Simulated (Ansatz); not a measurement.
# Settings and their price: 1/2<110> screw dislocation dipole in Si (shuffle set) (120 atoms)

The cell holds 120 atoms: 120 Si. Cell: a = 33.258 Å, b = 18.911 Å, c = 3.840 Å, α = 95.8°, β = 90.0°, γ = 90.0°. It derives from Si (diamond-structure). Diamond-structure Si (a = 5.431 Å), x, y, z along [11-2], [111], [1-10], 5 x 2 x 1 period; two opposite 1/2<110> screw dislocations along z, half a cell apart on one glide plane, laid by the isotropic elastic field summed over images, cell tilted by half the Burgers vector; minimised with a classical potential.

Geometry: as built.

Reference run: Kohn-Sham DFT, PBE, PAW (set soft_2), plane waves (Ansatz 0.2.0), cutoff 420 eV, k-mesh 1×1×4, gaussian smearing of 0.025 eV.

| Property | Result |
| --- | --- |
| r.m.s. force component | 0.09716 eV/Å |
| pressure | 1.192 GPa |
| spacing of highest filled and lowest empty level | 0.0602 eV |
| SCF cycles | 7 |
| time | 3.7 min on 4 threads of Arm Neoverse V1, shared host |

Q: Estimate how much each variant changes the results, and its time and memory.
- support functions medium
- support functions low
- support functions high
- support functions medium, radius 3.94 Å
- support functions medium, radius 4.26 Å
- support functions medium, radius 4.55 Å
- support functions medium, radius 4.87 Å
- support functions medium, radius 5.48 Å
- support functions medium, radius 6.09 Å

Differences are against the plane-wave reference (Kohn-Sham DFT, PBE, PAW (set soft_2), plane waves), whose r.m.s. force component is 0.0972 eV/Å. Energies are set beside the reference only for runs with its functional, potentials and electron count. Times are for 4 threads of Arm Neoverse V1, shared host. The reference's time includes the DOS, the stress and grids, which some other runs skip.

```
                                    run  Δ force, r.m.s. (meV/Å)  share of r.m.s. force (%)  Δ energy (meV/atom)  cycles     time  host memory (GiB)
                              reference                        -                          -                    -       7  3.7 min                6.1
               support functions medium                    0.284                      0.292               -0.227       9  1.8 min                3.6
                  support functions low                    0.284                      0.292               -0.227       9  1.7 min                3.6
                 support functions high                    0.176                      0.181               -0.285      14  5.7 min                5.2
support functions medium, radius 3.94 Å                    0.317                      0.326               -0.224       9  1.7 min                3.4
support functions medium, radius 4.26 Å                    0.221                      0.228               -0.229       9    2 min                3.9
support functions medium, radius 4.55 Å                    0.193                      0.199               -0.231       9  2.7 min                4.3
support functions medium, radius 4.87 Å                    0.183                      0.188               -0.232       9  3.1 min                4.7
support functions medium, radius 5.48 Å                    0.181                      0.186               -0.233       9  4.5 min                5.7
support functions medium, radius 6.09 Å                    0.179                      0.185               -0.233       9  6.8 min                7.0
```

Among numerical settings the force difference runs from 0.18 meV/Å (support functions high) to 0.32 meV/Å (support functions medium, radius 3.94 Å). Differences between support functions and plane waves include what basis error the plane-wave run still has. As the radius goes from 3.94 to 6.09 Å, the force difference goes from 0.32 to 0.18 meV/Å, and the time from 1.7 min to 6.8 min. The cell is under 6 Å thick along one periodic direction, so every atom has periodic images of itself close by, which move with it and show among its neighbours and in g(r).

[Logs are printed without paths, hosts, clocks, repeated set-up lines and the standing remarks that a program may print on its own settings, such as how far it seeks lower states.]

[Hosts, paths, dates, database ids (printed as entryN), source tags and the programs' standing remarks are cut or masked in the printed files.]
